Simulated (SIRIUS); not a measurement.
# YN in SIRIUS: convergence with k mesh

YN:

```
Y N
1.0
     0.00000    2.43850    2.43850
     2.43850    0.00000    2.43850
     2.43850    2.43850    0.00000
Y N
1 1
Direct
  0.00000 0.00000 0.00000
  0.50000 0.50000 0.50000
```

| Quantity | Value |
| --- | --- |
| Program | SIRIUS 7.12.0 |
| Task | convergence study |
| Functional | PBE |
| Potentials or basis | all-electron FP-LAPW |
| Cutoff | 261 eV |
| Basis | apw+lo standard |
| k mesh | 1 × 1 × 1 |
| Occupations | fermi-dirac, width 0.05 eV |
| Spin | no spin polarisation |

These are the settings of the first run; the series varies k mesh, with any setting tied to it.

Hardware: 1 thread of Arm Neoverse V1, on a shared host.

```
      k mesh  energy less the tightest run, at zero smearing (meV/atom)  gap on the mesh (eV)  SCF cycles  CPU time (s)  peak memory (GiB)
   1 × 1 × 1                                                    7244.14                 0.252          21            79               0.45
   3 × 3 × 3                                                     105.19                 0.535          15            74               0.46
   4 × 4 × 4                                                      29.94                 0.140           8            50               0.48
   5 × 5 × 5                                                      11.00                 0.349           8            53               0.49
   7 × 7 × 7                                                       2.11                 0.277           8            68               0.53
   9 × 9 × 9                                                       0.37                 0.243           8            91               0.61
11 × 11 × 11                                                       0.00                 0.225           8           120                0.7
```

Against the tightest run, the energy stays within 1 meV/atom from 9 × 9 × 9 on. Not settled before the last step: the gap on the mesh (to 0.01 eV). Meshes of other sizes hit other points, so gaps and Fermi surfaces needn't settle smoothly. The tightest run that finished is the yardstick and may itself not be fully converged.

Caveat, for the tightest run too: an odd mesh through Γ misses points on the zone boundary, where band edges often lie.
